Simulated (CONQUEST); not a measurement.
GePt:

```
CELL_PARAMETERS angstrom
3.69700 0.00000 0.00000
0.00000 5.71900 0.00000
0.00000 0.00000 6.08400
ATOMIC_POSITIONS crystal
Pt 0.74859 0.00634 0.18962
Pt 0.25014 0.49974 0.70034
Pt 0.74044 0.49797 0.30754
Pt 0.24852 0.00313 0.80266
Ge 0.75720 0.81315 0.58888
Ge 0.23849 0.68678 0.09065
Ge 0.74926 0.30610 0.91011
Ge 0.25701 0.18359 0.41251
```

The cell isn't the ideal one: atoms moved at random, drawn with an rms of 0.05 Å.

Base run:

| Property | Result |
| --- | --- |
| Program | CONQUEST 1.3 |
| Functional | PBE |
| Potentials or basis | PseudoDojo NC PBE, DZP, grid cutoff 120 Ha |
| k mesh | 7 × 5 × 5 |
| Occupations | fermi-dirac, width 0.05 eV |
| Spin | no spin polarisation |

Its results: band gap on the k mesh none (metal or under the smearing width); pressure 13.0 GPa; largest force 0.931 eV/Å.

Problem. The run is repeated on the same cell with these changes: functional from PBE to PBEsol; potentials or basis from PseudoDojo NC PBE, DZP, grid cutoff 120 Ha to PseudoDojo NC PBEsol, DZP, grid cutoff 120 Ha. What comes out?

Solution. Band gap on the k mesh none (metal or under the smearing width); pressure 5.9 GPa; largest force 0.845 eV/Å.

Caveats: the basis of atomic orbitals isn't converged, which shifts pressures, moduli and gaps.
